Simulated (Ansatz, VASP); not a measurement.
## TiCo in VASP and in Ansatz

File POSCAR:

```
TiCo
1.0
    2.9861109900      0.0000000000      0.0000000000
    0.0000000000      2.9861109900      0.0000000000
    0.0000000000      0.0000000000      2.9861109900
Ti Co
1 1
Direct
    0.0000000000      0.0000000000      0.0000000000
    0.5000000000      0.5000000000      0.5000000000
```

File INCAR.step1:

```
SYSTEM = TiCo
  PREC = Accurate
  ENCUT = 520
  ISMEAR = 0
  SIGMA = 0.1
  LREAL = .FALSE.
  LASPH = .TRUE.
  NELM = 150
  ISPIN = 2
  MAGMOM = 0 0.6
  LMAXMIX = 4
  NBANDS = 22
  GGA = PE
  ALGO = Normal
  EDIFF = 1E-4
  LWAVE = .TRUE.
  LCHARG = .FALSE.
```

The input INCAR.step2:

```
SYSTEM = TiCo
  PREC = Accurate
  ENCUT = 520
  EDIFF = 1E-6
  ISMEAR = 0
  SIGMA = 0.1
  LREAL = .FALSE.
  LASPH = .TRUE.
  NELM = 150
  ALGO = Normal
  ISIF = 2
  LWAVE = .FALSE.
  LCHARG = .TRUE.
  ISPIN = 2
  MAGMOM = 0 0.6
  LORBIT = 11
  LMAXMIX = 4
  METAGGA = R2SCAN
  LMIXTAU = .TRUE.
  LELF = .TRUE.
  LVHAR = .TRUE.
  NBANDS = 22
  ISTART = 1
```

The input KPOINTS:

```
Automatic mesh
0
G
  4 4 4
  0 0 0
```

Input for Ansatz:

```yaml
crystal:
  lattice:
    - [2.98611099, 0.0, 0.0]
    - [0.0, 2.98611099, 0.0]
    - [0.0, 0.0, 2.98611099]
  atoms:
    - { symbol: Ti, position: [0.0, 0.0, 0.0] }
    - { symbol: Co, position: [0.5, 0.5, 0.5], spin: 0.6 }
basis:
  ecutwfc: 500
kpoints:
  mp_grid: { grid: [4, 4, 4] }
hamiltonian:
  xc: r2scan
scf:
  occupations: { method: gaussian, width: 0.1 }
  lower_state_search: "off"
  max_iter: 30
  convergence: { dr2_threshold: "1e-11 eV" }
output:
  forces: true
  stress: true
  eigenvalues: true
  populations: true
magnetization:
  spin_polarized: true
accuracy: low
```

Alike in both runs: task single point; functional r2SCAN; k mesh 4 × 4 × 4; occupations gaussian, width 0.1 eV; collinear spin.

|  | VASP | Ansatz |
| --- | --- | --- |
| version | VASP 6.6.1 | Ansatz 0.2.0 |
| potentials or method | VASP PAW PBE potentials, release 64 (Ti_sv, Co) | scalar-relativistic, plane waves, PAW |
| plane-wave cutoff (eV) | 520 | 500 |
| valence electrons in the cell | 21 | 29 |

VASP gave:

| Quantity | Value |
| --- | --- |
| gap on the k mesh at the Fermi level (eV) | none |
| pressure (GPa) | -1.2 |
| net moment per atom (μB) | 0.54 |
| size of the moment on the site where the two differ most (μB) | 1.34 |

**Question.** Estimate Ansatz's values.

**Answer.** gap on the k mesh at the Fermi level (eV): none; pressure (GPa): -1.4; net moment per atom (μB): 0.52; size of the moment on the site where the two differ most (μB): 1.37.

Site moments also hang on the region over which each program counts them. A gap of «none» marks a metal or a gap that the smearing closes. The functional is the same, so the differences come from potentials, cutoffs and numerics. The two sets of potentials don't hold the same shells in valence. Ansatz warned: «stability_check_not_made».

Caveats: the k mesh is coarse (spacing up to 0.53 Å⁻¹), so the values aren't converged; the PAW data sets were made with another functional, which shifts forces and pressure a little (VASP).
